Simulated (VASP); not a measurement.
# TiO₂: molecular dynamics with a thermostat

TiO₂, P4_2/mnm (no. 136), 12 atoms in the cell. PBE, molecular dynamics; PAW potentials Ti, O (PBE set).

Ensemble: Nose-Hoover chain; Target temperature (K): 1000.

## Input

INCAR:
```
GGA = PE
PREC = Normal
ENCUT = 400
EDIFF = 1E-6
NELMIN = 4
NELM = 60
ALGO = Normal
LREAL = Auto
LASPH = T
ISMEAR = 0
SIGMA = 0.05
ISYM = 0
LWAVE = F
LCHARG = F
IBRION = 0
NSW = 60
POTIM = 1.0
TEBEG = 1000
ISIF = 2
RANDOM_SEED = 622209 0 0
MDALGO = 4
NHC_NCHAINS = 3
NHC_PERIOD = 30
KPAR = 2
```

KPOINTS:
```
k-points
0
Monkhorst-Pack
  2 2 2
```

POSCAR:
```
TiO2
1.0
    4.5998373239      0.0000000000      0.0000000000
    0.0000000000      4.5998373239      0.0000000000
    0.0000000000      0.0000000000      5.9184271200
Ti O
4 8
Direct
    0.0000000000      0.0000000000      0.2500000000
    0.0000000000      0.0000000000      0.7500000000
    0.5000000000      0.5000000000      0.0000000000
    0.5000000000      0.5000000000      0.5000000000
    0.3043213200      0.3043213200      0.2500000000
    0.3043213200      0.3043213200      0.7500000000
    0.1956786800      0.8043213200      0.0000000000
    0.1956786800      0.8043213200      0.5000000000
    0.8043213200      0.1956786800      0.0000000000
    0.8043213200      0.1956786800      0.5000000000
    0.6956786800      0.6956786800      0.2500000000
    0.6956786800      0.6956786800      0.7500000000
```

Commands:
```
cat potpaw_PBE.64/Ti/POTCAR potpaw_PBE.64/O/POTCAR > POTCAR
mpirun -np 2 vasp_std > vasp.out
```

## Result

- Mean temperature (K): 627
- Rise of the mean potential energy above the start (meV/atom): 70.5
- Electronic steps per ionic step after the first: 4.9

Course of the run:

| Time (fs) | Temperature (K) | Potential energy less the first (meV/atom) |
|---|---|---|
| 1 | 999 | 0.0 |
| 6 | 852 | 17.6 |
| 10 | 614 | 46.4 |
| 15 | 386 | 75.1 |
| 19 | 347 | 81.7 |
| 24 | 439 | 75.3 |
| 28 | 567 | 66.4 |
| 33 | 737 | 57.2 |
| 37 | 815 | 57.7 |
| 42 | 761 | 74.2 |
| 46 | 627 | 95.5 |
| 51 | 499 | 115.6 |
| 55 | 539 | 114.4 |
| 60 | 785 | 91.1 |

REPORT:
```
MDALGO =   4
           NHC_NCHAINS =   3
            NHC_PERIOD =    30
            NHC_NRESPA =    1
                NHC_NS =  1
               SCALING =       0
                 CNEXP =     9.000   14.000
           RANDOM_SEED =            622209                0                0

   original number of atomic DOF:         33
   number of independent constraints:      0
   number of active DOF:                  33

========================================
         MD step No.       1
========================================

  Atomic velocities initialized by STEP_tb

  >Nose-Hoover_chains
                       xs       vs(fs^-1)
   nhc_s>  -0.77402609E-07  -0.30957821E-06
   nhc_s>  -0.13889371E-03  -0.55559414E-03
   nhc_s>  -0.13888889E-03  -0.55547839E-03

  >Energies
                    E_tot             E_pot             E_kin               EPS                ES
   e_b>   -0.10430972E+03   -0.10573080E+03    0.14210765E+01    0.23935643E-04   -0.24157711E-04

  >Temperature
               T_sim     T_inst
   tmprt>   1000.000    999.443

           RANDOM_SEED =            622209               72                0

[... steps left out ...]

========================================
         MD step No.      60
========================================

  >Nose-Hoover_chains
                       xs       vs(fs^-1)
   nhc_s>  -0.45793226E+00  -0.75472993E-02
   nhc_s>   0.17435418E+01   0.44879292E-01
   nhc_s>   0.16769637E+00   0.71906340E-01

  >Energies
                    E_tot             E_pot             E_kin               EPS                ES
   e_b>   -0.10430780E+03   -0.10463804E+03    0.11162748E+01    0.35150181E+00   -0.11375403E+01

  >Temperature
               T_sim     T_inst
   tmprt>   1000.000    785.076

           RANDOM_SEED =            622209               72                0
```

OSZICAR:
```
N       E                     dE             d eps       ncg     rms          rms(c)
DAV:   1     0.768082191871E+03    0.76808E+03   -0.23602E+04   312   0.134E+03
DAV:   2     0.735908356943E+02   -0.69449E+03   -0.66942E+03   360   0.379E+02
DAV:   3    -0.128184778553E+03   -0.20178E+03   -0.19950E+03   425   0.208E+02
DAV:   4    -0.141101457732E+03   -0.12917E+02   -0.12892E+02   408   0.634E+01
DAV:   5    -0.141477728845E+03   -0.37627E+00   -0.37614E+00   340   0.104E+01    0.596E+01
DAV:   6    -0.108026179068E+03    0.33452E+02   -0.23313E+02   368   0.745E+01    0.202E+01
DAV:   7    -0.106988952081E+03    0.10372E+01   -0.39587E+01   456   0.378E+01    0.181E+01
DAV:   8    -0.107051481185E+03   -0.62529E-01   -0.24381E+01   344   0.292E+01    0.128E+01
DAV:   9    -0.105686172790E+03    0.13653E+01   -0.92276E+00   400   0.195E+01    0.552E-01
DAV:  10    -0.105739549689E+03   -0.53377E-01   -0.53567E-01   422   0.316E+00    0.820E-01
DAV:  11    -0.105730934691E+03    0.86150E-02   -0.90205E-02   464   0.157E+00    0.352E-01
DAV:  12    -0.105730978400E+03   -0.43709E-04   -0.63654E-03   354   0.515E-01    0.145E-01
[... left out ...]
     58 T=   670. E= -.10430010E+03 F= -.10450585E+03 E0= -.10450585E+03  EK= 0.96029E+00 SP= -.11E+01 SK= 0.36E+00
     59 T=   726. E= -.10429971E+03 F= -.10457085E+03 E0= -.10457085E+03  EK= 0.10409E+01 SP= -.11E+01 SK= 0.36E+00
[... last step whole ...]
       N       E                     dE             d eps       ncg     rms          rms(c)
DAV:   1    -0.104637885512E+03   -0.67033E-01   -0.72103E-04   564   0.306E+00    0.253E-02
DAV:   2    -0.104638045714E+03   -0.16020E-03   -0.18508E-03   340   0.269E-01    0.247E-02
DAV:   3    -0.104638041574E+03    0.41397E-05   -0.33219E-05   385   0.359E-02    0.208E-02
DAV:   4    -0.104638040578E+03    0.99630E-06   -0.68823E-06   393   0.130E-02
     60 T=   785. E= -.10429937E+03 F= -.10463804E+03 E0= -.10463804E+03  EK= 0.11247E+01 SP= -.11E+01 SK= 0.35E+00
```

Limits: 60 fs of 12 atoms are too short for converged averages; the cell is only 4.6 Å across, so each atom moves in step with near copies of itself.

VASP 6.6.1 took 179 s on 2 cores (AMD EPYC 9R45 (Zen 5)), a shared host.
